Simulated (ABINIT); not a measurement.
Here is an ABINIT 10.8.3 (patched build) calculation.

File run.abi:

```
ndtset 2

pp_dirpath "./"
pseudos "Ga.upf, N.upf"

acell 6.0224269985 6.0224269985 6.0224269985
rprim
     0.0000000000     0.7071067812     0.7071067812
     0.7071067812     0.0000000000     0.7071067812
     0.7071067812     0.7071067812     0.0000000000
ntypat 2
znucl 31 7
natom 2
typat 1 2
xcart
     0.0000000000     0.0000000000     0.0000000000
     1.1267503038     1.1267503038     1.1267503038 Angstrom

ecut 42.0

ixc -106131

occopt 3
tsmear 0.05 eV

nstep 100

iomode 3
prtwf 0
prteig 0
prtebands 0
enunit 2
prtden1 1

kptopt1 1
ngkpt1 10 10 10
nshiftk1 1
shiftk1 0.0 0.0 0.0
nband1 13
tolvrs1 1.0e-10

iscf2 -2
getden2 1
nband2 17
nbdbuf2 2
tolwfr2 1.0e-12
kptopt2 -9
ndivsm2 8
prteig2 1
kptbounds2
     0.0000000000     0.0000000000     0.0000000000
     0.5000000000     0.0000000000     0.5000000000
     0.5000000000     0.2500000000     0.7500000000
     0.3750000000     0.3750000000     0.7500000000
     0.0000000000     0.0000000000     0.0000000000
     0.5000000000     0.5000000000     0.5000000000
     0.6250000000     0.2500000000     0.6250000000
     0.5000000000     0.2500000000     0.7500000000
     0.5000000000     0.5000000000     0.5000000000
     0.3750000000     0.3750000000     0.7500000000
```

Potentials or basis: PseudoDojo NC SR PBE v0.4.1 standard.

Launch:

```bash
$ abinit run.abi > log 2>&1
```

Question: Predict the pressure.

Answer: 10.9 GPa.

Question: What does it give for the band gap along the path?

Answer: 1.81 eV, direct.

Question: Predict the band gap on the k mesh.

Answer: 1.81 eV, direct.

Levels at the corners of the path, in eV from the valence-band top:
```csv
point,band 5,band 6,band 7,band 8,band 9,band 10,band 11,band 12,band 13,band 14
Γ,-13.33,-13.33,0.00,0.00,0.00,1.81,10.30,10.30,10.30,17.78
X,-13.26,-11.53,-6.14,-2.68,-2.68,3.63,6.66,11.89,13.93,13.93
W,-13.32,-11.26,-5.73,-3.62,-3.56,6.45,8.22,10.33,11.41,15.17
K,-13.29,-11.38,-5.89,-4.16,-2.15,5.22,7.80,11.23,12.85,13.69
Γ,-13.33,-13.33,0.00,0.00,0.00,1.81,10.30,10.30,10.30,17.78
L,-13.28,-11.99,-6.98,-0.97,-0.97,4.65,8.90,10.43,10.43,15.93
U,-13.29,-11.38,-5.89,-4.16,-2.15,5.22,7.80,11.23,12.85,13.69
W,-13.32,-11.26,-5.73,-3.62,-3.56,6.45,8.22,10.33,11.41,15.17
L,-13.28,-11.99,-6.98,-0.97,-0.97,4.65,8.90,10.43,10.43,15.93
K,-13.29,-11.38,-5.89,-4.16,-2.15,5.22,7.80,11.23,12.85,13.69
```

Caveat: the potentials were made for another functional, which shifts forces and pressure.

**What was measured.**

A printed reference work, textbook reports, for a bulk crystal of GaN at 0 K: band gap 3.299 eV (direct).

A measured gap of GaN is 3.299 eV (direct; 0 K; a printed reference work, textbook); the calculated 1.81 eV misses it by -1.49 eV. Spin-orbit coupling on Ga is left out. The value is that of BLYP, without temperature or zero-point motion. Semilocal functionals fall short of measured gaps as a rule. The cell is a database's relaxed one, not the measured one, which moves gaps too.
